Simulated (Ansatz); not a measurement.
Crystal: S.

```
S
1.0
     5.40900    3.12289    1.42667
    -5.40900    3.12289    1.42667
     0.00000   -6.24578    1.42667
S
6
Direct
  0.85170 0.08270 0.74910
  0.08270 0.74910 0.85170
  0.74910 0.85170 0.08270
  0.14830 0.91730 0.25090
  0.91730 0.25090 0.14830
  0.25090 0.14830 0.91730
```

This isn't the form of S at room conditions, which is orthorhombic, of S8 rings.

| Item | Value |
| --- | --- |
| Program | Ansatz 0.2.0 |
| Task | relaxation of cell and atoms |
| Functional | PBEsol |
| Potentials or basis | Ansatz PAW |
| Cutoff | 420 eV (not typed: the program's choice for these potentials) |
| k mesh | 7 × 7 × 7 |
| Occupations | fermi-dirac, width 0.05 eV |
| Spin | no spin polarisation |

At the start: volume 24.10 Å³/atom.

Q: How do energy, volume and symmetry change on relaxing?

A: It ends after 8 steps and the volume is 22.87 Å³/atom (-5.1 %); space group R-3 (No. 148, to 0.05 Å).

The path:
| step | energy change (eV) | largest force (eV/Å) | volume (Å³) |
| --- | --- | --- | --- |
| 1 | 0.0000 | 0.3042 | 144.59 |
| 2 | -0.0307 | 0.2473 | 137.42 |
| 3 | -0.0478 | 0.0666 | 136.42 |
| 4 | -0.0500 | 0.0068 | 135.43 |
| 5 | -0.0503 | 0.0103 | 135.91 |
| 6 | -0.0508 | 0.0066 | 137.03 |
| 7 | -0.0508 | 0.0003 | 137.23 |
| 8 | -0.0506 | 0.0003 | 137.23 |

Final structure:
```cif
data_structure
_symmetry_space_group_name_H-M 'P 1'
_symmetry_Int_Tables_number 1
_cell_length_a 6.1891
_cell_length_b 6.1891
_cell_length_c 6.1891
_cell_angle_alpha 114.614
_cell_angle_beta 114.614
_cell_angle_gamma 114.614
_cell_volume 137.23
loop_
_atom_site_label
_atom_site_type_symbol
_atom_site_fract_x
_atom_site_fract_y
_atom_site_fract_z
_atom_site_occupancy
S1 S 0.85386 0.09459 0.74349 1
S2 S 0.09459 0.74349 0.85386 1
S3 S 0.74349 0.85386 0.09459 1
S4 S 0.14614 0.90541 0.25651 1
S5 S 0.90541 0.25651 0.14614 1
S6 S 0.25651 0.14614 0.90541 1
```

Caveat: the plane-wave basis is chosen anew once the cell has moved, so the energies of steps on either side of that aren't comparable; the PAW data sets come from PBE, with cores solved anew for the run's functional, which leaves a small shift of forces and pressure.
